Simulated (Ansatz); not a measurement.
# ZnSe (rocksalt type): the cost of one run

Computed with Ansatz 0.2.0 (DFT LDA, with the methods named in each step, unless a step's input says otherwise).

## (1) Starting point

The structure is cubic, space group Fm-3m (No. 225). Conventional cell: a = 5.213 Å, b = 5.213 Å, c = 5.213 Å, α = 90.00°, β = 90.00°, γ = 90.00°. Zn (site symmetry m-3m) is surrounded by 6 Se at 2.61 Å. Se (site symmetry m-3m) is surrounded by 6 Zn at 2.61 Å.

Coordinates:

```
CELL_PARAMETERS angstrom
0.00000 2.60671 2.60671
2.60671 0.00000 2.60671
2.60671 2.60671 0.00000
ATOMIC_POSITIONS crystal
Zn 0.00000 0.00000 0.00000
Se 0.50000 0.50000 0.50000
```

Whether this phase is the stable one at these pressures isn't tested.

Atoms are numbered in the order of the input: Zn1, Se2.

## (2) The reference volume, LAPW

input.yaml reads:

```yaml
crystal:
  lattice:
    - [0.0, 2.606708058, 2.606708058]
    - [2.606708058, 0.0, 2.606708058]
    - [2.606708058, 2.606708058, 0.0]
  atoms:
    - { symbol: Zn, position: [0.0, 0.0, 0.0] }
    - { symbol: Se, position: [0.5, 0.5, 0.5] }
kpoints:
  mp_grid: { grid: [13, 13, 13] }
  band_path:
    path:
      - [0.0, 0.0, 0.0]
      - [0.5, 0.0, 0.5]
      - [0.625, 0.25, 0.625]
      - [0.375, 0.375, 0.75]
      - [0.0, 0.0, 0.0]
      - [0.5, 0.5, 0.5]
      - [0.5, 0.25, 0.75]
      - [0.5, 0.0, 0.5]
    npoints: 14
scf:
  occupations: { method: fermi_dirac, width: 0.1 }
hamiltonian:
  xc: lda
  pseudopotentials: { kind: all_electron, lapw: { basis_error: 0.001 } }
output:
  forces: true
  stress: true
  eigenvalues: true
  populations: true
  dos: { projected: true, de: 0.2, e_range: [-14, 8] }
```

The run is started by

```sh
$ ansatz run input.yaml --threads 1 --pin off --max-ram 2048MiB --backend cpu --events-out ev --progress --plain --runs-dir out
```

What time and memory should one allow on 1 thread of AMD EPYC 7R43 (Zen 3), shared host?

About 29 s, with a peak of 0.44 GiB.
